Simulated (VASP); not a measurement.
C:

```
CELL_PARAMETERS angstrom
2.52210 0.00000 0.00000
-1.26105 2.18420 0.00000
0.00000 0.00000 8.23710
ATOMIC_POSITIONS crystal
C 0.66667 0.33333 0.84375
C 0.33333 0.66667 0.34375
C 0.66667 0.33333 0.65625
C 0.33333 0.66667 0.15625
C 0.00000 0.00000 0.90625
C 0.00000 0.00000 0.40625
C 0.00000 0.00000 0.59375
C 0.00000 0.00000 0.09375
```

This is a hexagonal form of diamond, not graphite.

| Property | Result |
| --- | --- |
| Program | VASP 6.6.1 |
| Task | relaxation of cell and atoms |
| Functional | LDA |
| Potentials or basis | VASP PAW LDA potentials, release 64 (C) |
| Cutoff | 600 eV |
| k mesh | 12 × 12 × 4 |
| Occupations | fermi-dirac, width 0.05 eV |
| Spin | no spin polarisation |

At the start: pressure -11.8 GPa; volume 5.67 Å³/atom.

Question: Where does the relaxation end?

Answer: Over 8 steps the energy falls by 8.2 meV/atom and the volume is 5.52 Å³/atom (-2.7 %); space group P6_3/mmc (No. 194, to 0.05 Å).

The path:
```csv
step,energy change (eV),largest force (eV/Å),pressure (GPa),volume (Å³)
1,0.0000,0.3313,-11.83,45.38
2,0.0494,0.5843,17.45,42.67
3,-0.0656,0.0546,-0.18,44.19
4,-0.0656,0.0626,0.07,44.17
5,-0.0655,0.0786,0.24,44.15
6,-0.0657,0.0138,0.14,44.16
7,-0.0657,0.0220,-0.12,44.18
8,-0.0658,0.0022,0.03,44.17
```

Final structure:
```
C
1.0
     2.49110    0.00000    0.00000
    -1.24555    2.15735    0.00000
     0.00000    0.00000    8.21889
C
8
Cartesian
  1.2455 0.7191 6.9405
  0.0000 1.4382 2.8310
  1.2455 0.7191 5.3879
  0.0000 1.4382 1.2784
  0.0000 0.0000 7.4550
  0.0000 0.0000 3.3455
  1.2455 2.1574 4.8733
  -1.2455 2.1574 0.7639
```
